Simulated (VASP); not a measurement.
Here is a VASP 6.6.1 calculation.

File INCAR:

```
  PREC = Accurate
  ENCUT = 600
  EDIFF = 1E-6
  ISMEAR = 0
  SIGMA = 0.1
  LREAL = False
  LASPH = True
  NELM = 100
  ALGO = Fast
  ISIF = 3
  LWAVE = False
  LCHARG = False
  GGA = PE
  IBRION = 2
  NSW = 100
  EDIFFG = -0.01
```

Contents of KPOINTS:

```
regular mesh
0
Gamma
  6 6 6
```

Contents of POSCAR:

```
Sb
1.0
    6.0911795290      0.0000000000      0.0000000000
    0.0000000000      6.0911795290      0.0000000000
    0.0000000000      0.0000000000      6.0911795290
Sb
7
Direct
    0.5000000000      0.5000000000      0.0000000000
    0.0000000000      0.5000000000      0.5000000000
    0.5000000000      0.0000000000      0.5000000000
    0.5000000000      0.5000000000      0.5000000000
    0.5000000000      0.0000000000      0.0000000000
    0.0000000000      0.5000000000      0.0000000000
    0.0000000000      0.0000000000      0.5000000000
```

Potentials or basis: VASP PAW PBE potentials, release 64 (Sb).

Launch:

```sh
$ cat potpaw_PBE.64/Sb/POTCAR > POTCAR
$ mpirun -np 1 vasp_std > vasp.out
```

Task: Predict the relaxed volume.

Result: 32.76 Å³/atom.

Task: Estimate the relaxed cell.

Result: a = 6.121 Å, b = 6.121 Å, c = 6.121 Å, α = 90.00°, β = 90.00°, γ = 90.00°.

Task: Estimate the band gap on the k mesh.

Result: None (metal or under the smearing width).

Task: What does it give for the space group after relaxing (to 0.05 Å)?

Result: Pm-3m (No. 221).

Final structure:
```
CELL_PARAMETERS angstrom
6.12089 0.00000 0.00000
0.00000 6.12089 0.00000
0.00000 0.00000 6.12089
ATOMIC_POSITIONS crystal
Sb 0.50000 0.50000 0.00000
Sb 0.00000 0.50000 0.50000
Sb 0.50000 0.00000 0.50000
Sb 0.50000 0.50000 0.50000
Sb 0.50000 0.00000 0.00000
Sb 0.00000 0.50000 0.00000
Sb 0.00000 0.00000 0.50000
```

The run has no spin-orbit coupling, so splittings on Sb are missing.
